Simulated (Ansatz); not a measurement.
**Ba: what the functional changes**

How much do pressure and electronic structure of Ba hang on the functional? The cell is held and solved under LDA, PBEsol, PBE. Some runs scale the volume too.

Computed with Ansatz 0.2.0 (DFT, scalar-relativistic, functionals as named in each step, unless a step's input says otherwise).

## (1) Starting point

It takes space group Cmcm (No. 63, orthorhombic). The conventional cell has a = 4.409 Å, b = 7.998 Å, c = 7.431 Å, α = 90.00°, β = 90.00°, γ = 90.00°. Ba (site symmetry m2m) has 4 Ba at 4.41 to 4.42 Å as nearest neighbours.

Structure file:

```cif
data_structure
_symmetry_space_group_name_H-M 'Cmcm'
_symmetry_Int_Tables_number 63
_cell_length_a 4.4086
_cell_length_b 7.9977
_cell_length_c 7.4305
_cell_angle_alpha 90.000
_cell_angle_beta 90.000
_cell_angle_gamma 90.000
_cell_volume 261.99
loop_
_atom_site_label
_atom_site_type_symbol
_atom_site_symmetry_multiplicity
_atom_site_Wyckoff_symbol
_atom_site_fract_x
_atom_site_fract_y
_atom_site_fract_z
_atom_site_occupancy
Ba1 Ba 4 c 0.00000 0.35040 0.75000 1
```

The file gives the conventional cell by its symmetry; the runs use the cell typed in the input.

Atoms are numbered in the order of the input: Ba1, Ba2.

## (2) LDA, LAPW

Input file input.yaml:

```yaml
crystal:
  lattice:
    - [2.20431935, -3.998856975, 0.0]
    - [2.20431935, 3.998856975, 0.0]
    - [0.0, 0.0, 7.43051481]
  atoms:
    - { symbol: Ba, position: [0.64959624, 0.35040376, 0.25] }
    - { symbol: Ba, position: [0.35040376, 0.64959624, 0.75] }
kpoints:
  mp_grid: { grid: [11, 11, 6] }
  band_path:
    path:
      - [0.0, 0.0, 0.0]
      - [-0.5, 0.5, 0.0]
      - [-0.3259656559, 0.6740343441, 0.0]
      - [0.3259656559, 0.3259656559, 0.0]
      - [0.0, 0.0, 0.0]
      - [0.0, 0.0, 0.5]
      - [0.3259656559, 0.3259656559, 0.5]
      - [-0.3259656559, 0.6740343441, 0.5]
      - [-0.5, 0.5, 0.5]
    npoints: 5
scf:
  occupations: { method: fermi_dirac, width: 0.03 }
hamiltonian:
  xc: lda
  pseudopotentials: { kind: all_electron, lapw: { basis_error: 0.001 } }
output:
  forces: true
  stress: true
  eigenvalues: true
```

## (3) LDA, PAW

Changes to input.yaml since step 2:

```diff
@@ -26,3 +26,3 @@
   xc: lda
-  pseudopotentials: { kind: all_electron, lapw: { basis_error: 0.001 } }
+  pseudopotentials: { kind: paw }
 output:
@@ -31 +31,2 @@
   eigenvalues: true
+  efg: { contact_densities: true }
```

## (4) PBEsol, LAPW

Changes to input.yaml since step 3:

```diff
@@ -25,4 +25,4 @@
 hamiltonian:
-  xc: lda
-  pseudopotentials: { kind: paw }
+  xc: pbesol
+  pseudopotentials: { kind: all_electron, lapw: { basis_error: 0.001 } }
 output:
@@ -31,2 +31 @@
   eigenvalues: true
-  efg: { contact_densities: true }
```

## (5) PBEsol, PAW

Changes to input.yaml since step 4:

```diff
@@ -26,3 +26,3 @@
   xc: pbesol
-  pseudopotentials: { kind: all_electron, lapw: { basis_error: 0.001 } }
+  pseudopotentials: { kind: paw }
 output:
@@ -31 +31,2 @@
   eigenvalues: true
+  efg: { contact_densities: true }
```

## (6) PBE, LAPW

Changes to input.yaml since step 5:

```diff
@@ -25,4 +25,4 @@
 hamiltonian:
-  xc: pbesol
-  pseudopotentials: { kind: paw }
+  xc: pbe
+  pseudopotentials: { kind: all_electron, lapw: { basis_error: 0.001 } }
 output:
@@ -31,2 +31 @@
   eigenvalues: true
-  efg: { contact_densities: true }
```

## (7) PBE, PAW

Changes to input.yaml since step 6:

```diff
@@ -26,3 +26,3 @@
   xc: pbe
-  pseudopotentials: { kind: all_electron, lapw: { basis_error: 0.001 } }
+  pseudopotentials: { kind: paw }
 output:
@@ -31 +31,2 @@
   eigenvalues: true
+  efg: { contact_densities: true }
```

## (8) PBE, LAPW, volume × 0.96

Input file input.yaml:

```yaml
crystal:
  lattice:
    - [2.1745275987, -3.9448117421, 0.0]
    - [2.1745275987, 3.9448117421, 0.0]
    - [0.0, 0.0, 7.3300901372]
  atoms:
    - { symbol: Ba, position: [0.64959624, 0.35040376, 0.25] }
    - { symbol: Ba, position: [0.35040376, 0.64959624, 0.75] }
kpoints:
  mp_grid: { grid: [11, 11, 6] }
scf:
  occupations: { method: fermi_dirac, width: 0.03 }
hamiltonian:
  xc: pbe
  pseudopotentials: { kind: all_electron, lapw: { basis_error: 0.001 } }
output:
  forces: true
  stress: true
  eigenvalues: true
```

## (9) PBE, PAW, volume × 0.96

Changes to input.yaml since step 8:

```diff
@@ -14,3 +14,3 @@
   xc: pbe
-  pseudopotentials: { kind: all_electron, lapw: { basis_error: 0.001 } }
+  pseudopotentials: { kind: paw }
 output:
@@ -19 +19,2 @@
   eigenvalues: true
+  efg: { contact_densities: true }
```

(Steps that only read results are left out.)

Q: Predict the outcome of this session. Wanted: pressure, LDA; pressure, PBEsol; pressure, PBE; pressure, PBE, LAPW, volume × 0.96.

As calculated:

| quantity | value |
| --- | --- |
| pressure, LDA (LAPW) | -1.49 GPa |
| pressure, PBEsol (LAPW) | -0.89 GPa |
| pressure, PBE (LAPW) | -0.24 GPa |
| pressure, PBE, LAPW, volume × 0.96 | 0.08 GPa |

What this shows: At the same cell the pressure rises in the order LDA (-1.5 GPa) < PBEsol (-0.9 GPa) < PBE (-0.2 GPa) (LAPW): the lower it is, the smaller the cell that the functional wants. A straight line through the two PBE volumes puts zero pressure near 63.51 Å³/atom. Over the pairs set side by side here (LDA, PBEsol, PBE, PBE), PAW stays within 0.01 GPa of LAPW. Spin-orbit coupling is left out, though the cell holds Ba; in elements this heavy it can shift bands and gaps by tenths of an eV.
